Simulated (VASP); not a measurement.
Set up this calculation in VASP 6.6.1, as the native input.

- Task: single point
- Functional: PBE
- Potentials or basis: VASP PAW PBE potentials, release 64 (Hf_pv, B)
- Cutoff: 520 eV
- k mesh: 4 × 4 × 6
- Occupations: gaussian, width 0.1 eV
- Spin: no spin polarisation
- Dipole correction: no
- Further INCAR settings: ALGO = Fast; EDIFF = 1e-06; NBANDS = 25

The structure of HfB2 lies in POSCAR:

```
HfB2
1.0
    4.4410480981      0.0000000000      0.0000000000
    0.0000000000      4.5762723190      0.0000000000
    0.0000000000      0.0000000000      2.9891669891
Hf B
2 4
Direct
    0.5000000000      0.5000000000      0.5000000000
    0.0000000000      0.0000000000      0.0000000000
    0.2250000000      0.8250000000      0.5000000000
    0.7250000000      0.6750000000      0.0000000000
    0.7750000000      0.1750000000      0.5000000000
    0.2750000000      0.3250000000      0.0000000000
```

The cell was built by a generator and needn't be a form met in nature.

One way to write it, as run:

INCAR

```
SYSTEM = HfB2
ALGO = Fast
EDIFF = 1E-6
ENCUT = 520
GGA = PE
ISIF = 2
ISMEAR = 0
LASPH = .TRUE.
LCHARG = .TRUE.
LELF = .TRUE.
LREAL = .FALSE.
LVHAR = .TRUE.
LWAVE = .FALSE.
NBANDS = 25
NELM = 100
PREC = Accurate
SIGMA = 0.1
```

KPOINTS

```
k-points
0
G
  4 4 6
  0 0 0
```

Potentials or basis: VASP PAW PBE potentials, release 64 (Hf_pv, B).

The run is started by

```console
$ cat potpaw_PBE.64/Hf_pv/POTCAR potpaw_PBE.64/B/POTCAR > POTCAR
$ mpirun -np 1 vasp_std > vasp.out
```

It gave:

* Pressure: 105.0 GPa
* Largest force: 1.450 eV/Å
* Band gap on the k mesh: none (metal or under the smearing width)

Caveat: a pressure of tens of GPa on the cell as given is suspect, and the run, the potentials or the cell itself is likely at fault; forces of over 1 eV/Å show positions far from the minimum, so gaps and moduli don't describe the material at rest.

It took 49 s on 1 thread of Intel(R) Xeon(R) Platinum 8488C (Sapphire Rapids), with other jobs on the host, peak memory 0.2 GiB.
